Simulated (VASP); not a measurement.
# CrO2 (Pa-3) in VASP: single point with PBEsol+U

Aim: the single point of CrO2 with PBEsol+U.

Program: VASP 6.6.1. These are calculated values, not measurements. Logs are shortened: lines on timing, memory, paths and dates and some standing lists are left out, and cuts for length are marked.

## Step 1: The crystal as given

It takes space group Pa-3 (No. 205, cubic). The conventional cell has a = 4.836 Å, b = 4.836 Å, c = 4.836 Å, α = 90.00°, β = 90.00°, γ = 90.00°. Around Cr (site symmetry -3) lie 6 O at 1.99 Å. O (site symmetry 3) has 3 Cr at 1.99 Å as nearest neighbours.

Measurements of this composition are mostly on another form, of space group No. 136.

## Step 2: Single point, PBEsol+U, collinear spin, typed start

The input, INCAR:

```
ALGO = Normal
EDIFF = 1E-6
ENCUT = 520
GGA = PS
ISIF = 2
ISMEAR = 1
ISPIN = 2
LASPH = True
LCHARG = True
LDAU = True
LDAUJ = 0 0
LDAUL = 2 -1
LDAUPRINT = 1
LDAUTYPE = 2
LDAUU = 5 0
LELF = True
LMAXMIX = 4
LORBIT = 11
LREAL = False
LVHAR = True
LWAVE = False
MAGMOM = 3.9 3.9 3.9 3.9 0 0 0 0 0 0 0 0
NBANDS = 64
NELM = 150
PREC = Accurate
SIGMA = 0.1
```

The input, KPOINTS:

```
k-points
0
Gamma
  5 5 5
```

The input, POSCAR:

```
CrO2
1.0
    4.8360260000      0.0000000000      0.0000000000
    0.0000000000      4.8360260000      0.0000000000
    0.0000000000      0.0000000000      4.8360260000
Cr O
4 8
Direct
    0.5000000000      0.5000000000      0.0000000000
    0.5000000000      0.0000000000      0.5000000000
    0.0000000000      0.5000000000      0.5000000000
    0.0000000000      0.0000000000      0.0000000000
    0.1382100000      0.8617900000      0.3617900000
    0.8617900000      0.3617900000      0.1382100000
    0.3617900000      0.1382100000      0.8617900000
    0.6382100000      0.6382100000      0.6382100000
    0.8617900000      0.1382100000      0.6382100000
    0.1382100000      0.6382100000      0.8617900000
    0.6382100000      0.8617900000      0.1382100000
    0.3617900000      0.3617900000      0.3617900000
```

Potentials or basis: VASP PAW PBE potentials, release 64 (Cr_pv, O).

The run is started by

```console
cat potpaw_PBE.64/Cr_pv/POTCAR potpaw_PBE.64/O/POTCAR > POTCAR
mpirun -np 1 vasp_std > vasp.out
```

OUTCAR:

```text
EDIFF = 1E-6
   ENCUT = 520
   GGA = PS
   ISIF = 2
   ISMEAR = 1
   ISPIN = 2
   LASPH = True
   LORBIT = 11
   LREAL = False
   NELM = 150
   PREC = Accurate

 ion  position               nearest neighbor table
   1  0.500  0.500  0.000-   6 1.99   7 1.99   8 1.99  10 1.99  11 1.99  12 1.99
   2  0.500  0.000  0.500-   5 1.99   7 1.99   8 1.99   9 1.99  11 1.99  12 1.99
   3  0.000  0.500  0.500-   5 1.99   6 1.99   8 1.99   9 1.99  10 1.99  12 1.99
   4  0.000  0.000  0.000-   5 1.99   6 1.99   7 1.99   9 1.99  10 1.99  11 1.99
   5  0.138  0.862  0.362-   2 1.99   3 1.99   4 1.99
   6  0.862  0.362  0.138-   1 1.99   3 1.99   4 1.99
   7  0.362  0.138  0.862-   1 1.99   2 1.99   4 1.99
   8  0.638  0.638  0.638-   1 1.99   2 1.99   3 1.99
   9  0.862  0.138  0.638-   2 1.99   3 1.99   4 1.99
  10  0.138  0.638  0.862-   1 1.99   3 1.99   4 1.99
  11  0.638  0.862  0.138-   1 1.99   2 1.99   4 1.99
  12  0.362  0.362  0.362-   1 1.99   2 1.99   3 1.99

  LATTYP: Found a simple cubic cell.
 ALAT       =     4.8360260000

  Lattice vectors:

 A1 = (   4.8360260000,   0.0000000000,   0.0000000000)
 A2 = (   0.0000000000,   4.8360260000,   0.0000000000)
 A3 = (   0.0000000000,   0.0000000000,   4.8360260000)

Analysis of symmetry for initial positions (statically):
=====================================================================
 Subroutine PRICEL returns:
 Original cell was already a primitive cell.

 Routine SETGRP: Setting up the symmetry group for a
 simple cubic supercell.

 Subroutine GETGRP returns: Found 24 space group operations
 (whereof  6 operations were pure point group operations)
 out of a pool of 48 trial point group operations.

The static configuration has the point symmetry S_6 .
 The point group associated with its full space group is T_h .

Analysis of symmetry for dynamics (positions and initial velocities):
=====================================================================
 Subroutine PRICEL returns:
 Original cell was already a primitive cell.

 Routine SETGRP: Setting up the symmetry group for a
 simple cubic supercell.

 Subroutine GETGRP returns: Found 24 space group operations
 (whereof  6 operations were pure point group operations)
 out of a pool of 48 trial point group operations.

The dynamic configuration has the point symmetry S_6 .
 The point group associated with its full space group is T_h .

Analysis of structural, dynamic, and magnetic symmetry:
=====================================================================
 Subroutine PRICEL returns:
 Original cell was already a primitive cell.

 Routine SETGRP: Setting up the symmetry group for a
 simple cubic supercell.

 Subroutine GETGRP returns: Found 24 space group operations
 (whereof  6 operations were pure point group operations)
 out of a pool of 48 trial point group operations.

The overall configuration has the point symmetry S_6 .
 The point group associated with its full space group is T_h .

 Subroutine INISYM returns: Found 24 space group operations
 (whereof  6 operations are pure point group operations),
 and found     1 'primitive' translations

----------------------------------------------------------------------------------------

                                     Primitive cell

  volume of cell :     113.1009

  direct lattice vectors                    reciprocal lattice vectors
     4.836026000  0.000000000  0.000000000     0.206781353  0.000000000  0.000000000
     0.000000000  4.836026000  0.000000000     0.000000000  0.206781353  0.000000000
     0.000000000  0.000000000  4.836026000     0.000000000  0.000000000  0.206781353

  length of vectors
     4.836026000  4.836026000  4.836026000     0.206781353  0.206781353  0.206781353

  position of ions in fractional coordinates (direct lattice)
     0.500000000  0.500000000  0.000000000
     0.500000000  0.000000000  0.500000000
     0.000000000  0.500000000  0.500000000
     0.000000000  0.000000000  0.000000000
     0.138210000  0.861790000  0.361790000
     0.861790000  0.361790000  0.138210000
     0.361790000  0.138210000  0.861790000
     0.638210000  0.638210000  0.638210000
     0.861790000  0.138210000  0.638210000
[... 83 lines left out ...]
   ISYM   =      2    0-nonsym 1-usesym 2-fastsym
   POTIM  = 0.5000    time-step for ionic-motion
   TEBEG  =    0.0;   TEEND  =   0.0 temperature during run
   PSTRESS=    0.0 pullay stress
   NELECT =      96.0000    total number of electrons
   NUPDOWN=      -1.0000    fix difference up-down
   EMIN   =  10.00;   EMAX   =-10.00  energy-range for DOS
   EFERMI =   0.00;   METHOD = LEGACY
   ISMEAR =     1;   SIGMA  =   0.10  broadening in eV -4-tet -1-fermi 0-gaus
   EFERMI_NEDOS =   21; number of points for ismear=-14 and -15
   IALGO  =     38    algorithm
   IMIX   =      4    mixing-type and parameters
     AMIX     =   0.40;   BMIX     =  1.00
     AMIX_MAG =   1.60;   BMIX_MAG =  1.00
  volume/ion in A,a.u.               =       9.43        63.60
  Fermi-wavevector in a.u.,A,eV,Ry     =   1.550041  2.929153 32.689741  2.402628
  Thomas-Fermi vector in A             =   2.654762
   LORBIT       =     11    0 simple, 1 ext, 2 COOP (PROOUT), +10 PAW based schemes
 LDA+U is selected, type is set to LDAUTYPE =  2
   angular momentum for each species LDAUL =     2   -1
   U (eV)           for each species LDAUU =   5.0  0.0
   J (eV)           for each species LDAUJ =   0.0  0.0
   GGA     = PS    functional components
   LHFCALC =     F    Hartree Fock is set to
   AEXX    =    0.0000 exact exchange contribution
   IVDW    =     0    specifies the selected vdW correction
   LEPSILON=     F    determine dielectric tensor
   LRPA    =     F    only Hartree local field effects (RPA)
 spin polarized calculation
 Methfessel and Paxton  Order N= 1 SIGMA  =   0.10
  energy-cutoff  :      520.00
  volume of cell :      113.10
 maximum number of plane-waves:      3060
   NGX = 17   NGY = 17   NGZ = 17

 number of electron      96.0000000 magnetization      15.6000000

atom =   1  type =  1  l = 2

 onsite density matrix

spin component  1
[... 116 lines left out ...]
  o =  0.0357  v =  0.0000  0.0000  0.0000  0.0000  0.0000  0.5774  0.5774 -0.0000  0.5774  0.0000      0.0000  0.0000  0.0000  0.0000  0.0000  0.0000  0.0000  0.0000  0.0000  0.0000
  o =  0.0461  v =  0.0000  0.0000  0.0000  0.0000  0.0000  0.2727  0.2612  0.7188 -0.5339 -0.2359      0.0000  0.0000  0.0000  0.0000  0.0000  0.0000  0.0000  0.0000  0.0000  0.0000
  o =  0.0461  v =  0.0000  0.0000  0.0000  0.0000  0.0000 -0.4591  0.4657  0.2359 -0.0067  0.7188      0.0000  0.0000  0.0000  0.0000  0.0000  0.0000  0.0000  0.0000  0.0000  0.0000
  o =  0.2090  v =  0.0000  0.0000  0.0000  0.0000  0.0000  0.6177 -0.3088 -0.1421 -0.3088  0.6384      0.0000  0.0000  0.0000  0.0000  0.0000  0.0000  0.0000  0.0000  0.0000  0.0000
  o =  0.2090  v =  0.0000  0.0000  0.0000  0.0000  0.0000  0.0000 -0.5349  0.6384  0.5349  0.1421      0.0000  0.0000  0.0000  0.0000  0.0000  0.0000  0.0000  0.0000  0.0000  0.0000
  o =  0.3542  v =  0.5904 -0.3957 -0.0091 -0.1947  0.6759  0.0000  0.0000  0.0000  0.0000  0.0000      0.0000  0.0000  0.0000  0.0000  0.0000  0.0000  0.0000  0.0000  0.0000  0.0000
  o =  0.3542  v = -0.1160 -0.4533  0.6759  0.5693  0.0091  0.0000  0.0000  0.0000  0.0000  0.0000      0.0000  0.0000  0.0000  0.0000  0.0000  0.0000  0.0000  0.0000  0.0000  0.0000
  o =  0.8821  v = -0.1301  0.5296  0.6650 -0.3995  0.3175  0.0000  0.0000  0.0000  0.0000  0.0000      0.0000  0.0000  0.0000  0.0000  0.0000  0.0000  0.0000  0.0000  0.0000  0.0000
  o =  0.8821  v = -0.5364  0.1555 -0.3175  0.3809  0.6650  0.0000  0.0000  0.0000  0.0000  0.0000      0.0000  0.0000  0.0000  0.0000  0.0000  0.0000  0.0000  0.0000  0.0000  0.0000
  o =  0.9362  v = -0.5774 -0.5774  0.0000 -0.5774  0.0000  0.0000  0.0000  0.0000  0.0000  0.0000      0.0000  0.0000  0.0000  0.0000  0.0000  0.0000  0.0000  0.0000  0.0000  0.0000

 number of electron      95.9999926 magnetization       8.0000146

 Free energy of the ion-electron system (eV)
  ---------------------------------------------------
  ext. energy  EPLUGINS =         0.00000000
  ---------------------------------------------------
  free energy    TOTEN  =       -89.14518207 eV

  energy without entropy =      -89.14541376  energy(sigma->0) =      -89.14525930

 E-fermi :   5.1694     XC(G=0): -12.3909

 val. band max:        5.1543343621   @ k =   0.0000   0.0000   0.0000
 cond. band min:       5.3373542177   @ k =   0.2000   0.0000   0.0000
 fundamental gap:      0.1830198557
 Fermi energy:         5.1693737809

 spin component 1

 k-point     1 :       0.0000    0.0000    0.0000
  band No.  band energies     occupation
      1     -38.7290      1.00000
      2     -38.7290      1.00000
      3     -38.7290      1.00000
      4     -38.6992      1.00000
      5     -38.6992      1.00000
      6     -38.6918      1.00000
[... 682 lines left out ...]
     59       8.2478      0.00000
     60       8.2478      0.00000
 Fermi energy:         5.1693737809

 spin component 2

 k-point     1 :       0.0000    0.0000    0.0000
  band No.  band energies     occupation
      1     -35.8422      1.00000
      2     -35.8422      1.00000
      3     -35.8422      1.00000
      4     -35.8032      1.00000
      5     -35.8032      1.00000
      6     -35.7936      1.00000
[... 682 lines left out ...]
     59      11.0014      0.00000
     60      11.0014      0.00000
 [bands above 60 left out]

------------------------ aborting loop because EDIFF is reached ----------------------------------------

  FORCE on cell =-STRESS in cart. coord.  units (eV):
  Direction    XX          YY          ZZ          XY          YZ          ZX
  --------------------------------------------------------------------------------------
  -------------------------------------------------------------------------------------
  Total       -3.4549821     -3.4549821     -3.4549821      0.0000000     -0.0000000      0.0000000
  in kB      -48.9429902    -48.9429902    -48.9429902      0.0000000     -0.0000000      0.0000000
  external PRESSURE =     -48.9429902 kB  Pullay stress =       0.0000000 kB

 VOLUME and BASIS-vectors are now :
 -----------------------------------------------------------------------------
  energy-cutoff  :      520.00
  volume of cell :      113.10
      direct lattice vectors                 reciprocal lattice vectors
     4.836026000  0.000000000  0.000000000     0.206781353  0.000000000  0.000000000
     0.000000000  4.836026000  0.000000000     0.000000000  0.206781353  0.000000000
     0.000000000  0.000000000  4.836026000     0.000000000  0.000000000  0.206781353

 POSITION                                       TOTAL-FORCE (eV/Angst)
 -----------------------------------------------------------------------------------
      2.41801      2.41801      0.00000        -0.000000     -0.000000     -0.000000
      2.41801      0.00000      2.41801        -0.000000     -0.000000     -0.000000
      0.00000      2.41801      2.41801        -0.000000     -0.000000     -0.000000
      0.00000      0.00000      0.00000        -0.000000     -0.000000     -0.000000
      0.66839      4.16764      1.74963        -0.111207      0.111207      0.111207
      4.16764      1.74963      0.66839         0.111207      0.111207     -0.111207
      1.74963      0.66839      4.16764         0.111207     -0.111207      0.111207
      3.08640      3.08640      3.08640        -0.111207     -0.111207     -0.111207
      4.16764      0.66839      3.08640         0.111207     -0.111207     -0.111207
      0.66839      3.08640      4.16764        -0.111207     -0.111207      0.111207
      3.08640      4.16764      0.66839        -0.111207      0.111207     -0.111207
      1.74963      1.74963      1.74963         0.111207      0.111207      0.111207
 -----------------------------------------------------------------------------------
    total drift:                               -0.000000      0.000000     -0.000000

  FREE ENERGIE OF THE ION-ELECTRON SYSTEM (eV)
  ---------------------------------------------------
  free  energy   TOTEN  =       -89.1451820717 eV

  energy  without entropy=      -89.1454137634  energy(sigma->0) =      -89.14525930

 total charge

# of ion       s       p       d       tot
------------------------------------------
    1        0.309   6.369   3.924  10.602
    2        0.309   6.369   3.924  10.602
    3        0.309   6.369   3.924  10.602
    4        0.309   6.369   3.924  10.602
    5        1.569   3.385   0.000   4.955
    6        1.569   3.385   0.000   4.955
    7        1.569   3.385   0.000   4.955
    8        1.569   3.385   0.000   4.955
    9        1.569   3.385   0.000   4.955
   10        1.569   3.385   0.000   4.955
   11        1.569   3.385   0.000   4.955
   12        1.569   3.385   0.000   4.955
--------------------------------------------------
tot         13.793  52.558  15.697  82.049

 magnetization (x)

# of ion       s       p       d       tot
------------------------------------------
    1        0.028   0.039   2.857   2.923
    2        0.028   0.039   2.857   2.923
    3        0.028   0.039   2.857   2.923
    4        0.028   0.039   2.857   2.923
    5       -0.014  -0.429   0.000  -0.442
    6       -0.014  -0.429   0.000  -0.442
    7       -0.014  -0.429   0.000  -0.442
    8       -0.014  -0.429   0.000  -0.442
    9       -0.014  -0.429   0.000  -0.442
   10       -0.014  -0.429   0.000  -0.442
   11       -0.014  -0.429   0.000  -0.442
   12       -0.014  -0.429   0.000  -0.442
--------------------------------------------------
tot          0.000  -3.272  11.426   8.154
```

It took 2.4 min on 1 thread of Intel Xeon Platinum 8488C (Sapphire Rapids), shared host; peak memory 0.29 GiB.

What came out:

| Property | Result |
| --- | --- |
| Free energy | -89.1452 eV |
| Pressure | -4.9 GPa |
| Largest force | 0.193 eV/Å |
| Band gap on the k mesh | none (metal or under the smearing width) |
| Net moment | 8.00 μB per cell |
| Site moments | Cr +2.92; O -0.44 μB |
| Valence electrons inside the program's atomic spheres | Cr 10.60; O 4.96 |

Forces in eV/Å, atoms in the order of the input:
```
Cr   0.000  0.000  0.000
Cr   0.000  0.000  0.000
Cr   0.000  0.000  0.000
Cr   0.000  0.000  0.000
O   -0.111  0.111  0.111
O    0.111  0.111 -0.111
O    0.111 -0.111  0.111
O   -0.111 -0.111 -0.111
O    0.111 -0.111 -0.111
O   -0.111 -0.111  0.111
O   -0.111  0.111 -0.111
O    0.111  0.111  0.111
```

Eigenvalues of the final occupation matrices:
```
    site  spin  trace               eigenvalues
site 1 d     1   3.41  0.35 0.35 0.88 0.88 0.94
site 1 d     2   0.55  0.04 0.05 0.05 0.21 0.21
site 2 d     1   3.41  0.35 0.35 0.88 0.88 0.94
site 2 d     2   0.55  0.04 0.05 0.05 0.21 0.21
site 3 d     1   3.41  0.35 0.35 0.88 0.88 0.94
site 3 d     2   0.55  0.04 0.05 0.05 0.21 0.21
site 4 d     1   3.41  0.35 0.35 0.88 0.88 0.94
site 4 d     2   0.55  0.04 0.05 0.05 0.21 0.21
```

Caveat: the PAW data sets were made with another functional, which shifts forces and pressure a little.
